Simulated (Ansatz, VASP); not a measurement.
## HC18 in VASP and in Ansatz

```
CELL_PARAMETERS angstrom
7.39800 0.00000 0.00000
-3.69900 6.40686 0.00000
0.00000 0.00000 12.00000
ATOMIC_POSITIONS crystal
C 0.99573 0.99921 0.08052
C 0.21873 0.10974 0.08114
C 0.99573 0.33116 0.08052
C 0.21873 0.44362 0.08114
C 0.99669 0.66566 0.10152
C 0.22441 0.77952 0.08344
C 0.33119 0.99921 0.08053
C 0.55261 0.10974 0.07815
C 0.33002 0.33233 0.08082
C 0.55261 0.44362 0.08114
C 0.33119 0.66662 0.08052
C 0.55261 0.77751 0.07814
C 0.66335 0.99900 0.07781
C 0.88484 0.10974 0.07814
C 0.66314 0.33116 0.08053
C 0.88283 0.43794 0.08344
C 0.66314 0.66662 0.08052
C 0.88283 0.77952 0.08343
H 0.99668 0.66567 0.19603
```

Alike in both runs: functional PBEsol; k mesh 2 × 2 × 1; occupations gaussian, width 0.02 eV; collinear spin.

Ansatz relaxed the structure, and its values are those at the end. VASP's run is a single point on that final structure, the one shown.

|  | VASP | Ansatz |
| --- | --- | --- |
| version | VASP 6.6.1 | Ansatz 0.2.0 |
| potentials or method | VASP PAW PBE potentials, release 64 (C, H) | scalar-relativistic, plane waves, PAW |
| plane-wave cutoff (eV) | 520 | 420 |
| valence electrons in the cell | 73 | 73 |

|  | VASP | Ansatz | Ansatz less VASP |
| --- | --- | --- | --- |
| rms of the force components (eV/Å) | 0.008 | 0.001 | -0.0063 |
| net moment per atom (μB) | 0.00 | 0.00 | 0.000 |

Ansatz warned: «filled_band_counts_differ_across_k_points».

Caveats: the k mesh is coarse (spacing up to 0.49 Å⁻¹), so the values aren't converged; the PAW data sets were made with another functional, which shifts forces and pressure a little (VASP).
